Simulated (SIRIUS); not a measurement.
Here is a SIRIUS 7.10.0 calculation.

Contents of sirius.json:

```json
{
  "control": {
    "processing_unit": "cpu",
    "verbosity": 2,
    "num_bands_to_print": 16,
    "print_forces": true,
    "print_stress": true
  },
  "parameters": {
    "electronic_structure_method": "pseudopotential",
    "xc_functionals": ["XC_GGA_X_PBE", "XC_GGA_C_PBE"],
    "gk_cutoff": 9.4,
    "pw_cutoff": 18.8,
    "ngridk": [12, 12, 12],
    "shiftk": [0, 0, 0],
    "smearing": "fermi_dirac",
    "smearing_width": 0.0018374661,
    "num_bands": 16,
    "num_mag_dims": 0,
    "num_dft_iter": 100,
    "energy_tol": 1e-08,
    "density_tol": 1e-06
  },
  "iterative_solver": {
    "type": "davidson",
    "min_tolerance": 1e-09,
    "tolerance_scale": [0.1, 0.25]
  },
  "mixer": {
    "type": "anderson",
    "beta": 0.7,
    "max_history": 8
  },
  "settings": {
    "tol_ne": 1e-10,
    "pseudo_grid_cutoff": 6.5
  },
  "unit_cell": {
    "lattice_vectors": [
      [0.0, 3.586416725621, 3.586416725621],
      [3.586416725621, 0.0, 3.586416725621],
      [3.586416725621, 3.586416725621, 0.0]
    ],
    "atom_coordinate_units": "lattice",
    "atom_types": ["Rh"],
    "atom_files": {
      "Rh": "Rh.json"
    },
    "atoms": {
      "Rh": [
        [0.0, 0.0, 0.0]
      ]
    }
  }
}
```

Potentials or basis: PseudoDojo 0.4 PBE stringent (scalar relativistic).

Launch:

```bash
$ upf_to_json Rh.upf
$ OMP_NUM_THREADS=1 sirius.scf --input=sirius.json --output=out.json --task=0
```

Problem. What does it give for the band gap on the k mesh?

Solution. None (metal or under the smearing width).

Problem. What does it give for the pressure?

Solution. 7.6 GPa.
